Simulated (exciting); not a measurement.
Consider GaN, space group F-43m.

```xyz
2
Lattice="0.0000 2.2535 2.2535 2.2535 0.0000 2.2535 2.2535 2.2535 0.0000" Properties=species:S:1:pos:R:3 pbc="T T T"
Ga    0.0000    0.0000    0.0000
N     1.1268    1.1268    1.1268
```

Absorber: atom 2, with 4 Ga at 1.95 Å (tetrahedral, site symmetry -43m). Method: exciting, all-electron LAPW+lo, LDA, exchange and screened direct term (singlet BSE), 6×6×6 shifted k points, 11 conduction bands, |G+q| up to 3 bohr⁻¹, full RPA screening with nempty = 30, Lorentzian half width 0.45 eV.

Predict the N K near-edge structure at this level.

Bound core exciton? Undecided on this mesh: the first bright state (over 5 % of the brightest) lies at 0.54 eV from the Kohn–Sham onset and at 0.00 eV from the lowest bare transition of its own mesh; weaker or dark states reach down to 0.11 eV. Maxima (height): 2.0 eV (1.00) and 7.2 eV (0.52).

Energy from the Kohn–Sham onset, core level to the lowest empty state found on the meshes used; Im ε in relative units:

```csv
E (eV),Im ε
-2.5,0.02
-2.0,0.03
-1.5,0.04
-1.0,0.05
-0.5,0.07
0.0,0.12
0.5,0.22
1.0,0.42
1.5,0.76
2.0,1.00
2.5,0.91
3.0,0.81
3.5,0.76
4.0,0.73
4.5,0.72
5.0,0.56
5.5,0.38
6.0,0.31
6.5,0.31
7.0,0.48
7.5,0.48
8.0,0.35
8.5,0.30
9.0,0.27
9.5,0.24
10.0,0.20
10.5,0.16
11.0,0.15
11.5,0.14
12.0,0.12
12.5,0.10
13.0,0.09
13.5,0.08
14.0,0.06
14.5,0.05
15.0,0.06
15.5,0.08
16.0,0.10
16.5,0.12
17.0,0.12
17.5,0.10
18.0,0.09
18.5,0.10
```

With 216 k points the binding energies are rough. The kernel cutoff is low for a compact core orbital, so the effect of exchange is a lower bound. The zero comes from the unshifted 6×6×6 ground-state mesh; it is exact only where the band minimum lies on that mesh. The structure is a Materials Project entry, computed there, and may be a hypothetical form.

[Banner, clock and machine lines of the logs are left out without a mark of their own.]

[Logs are printed without paths, hosts, clocks, repeated set-up lines and the standing remarks that a program may print on its own settings, such as how far it seeks lower states.]

[Hosts, paths, dates, database ids (printed as entryN), source tags and the programs' standing remarks are cut or masked in the printed files.]
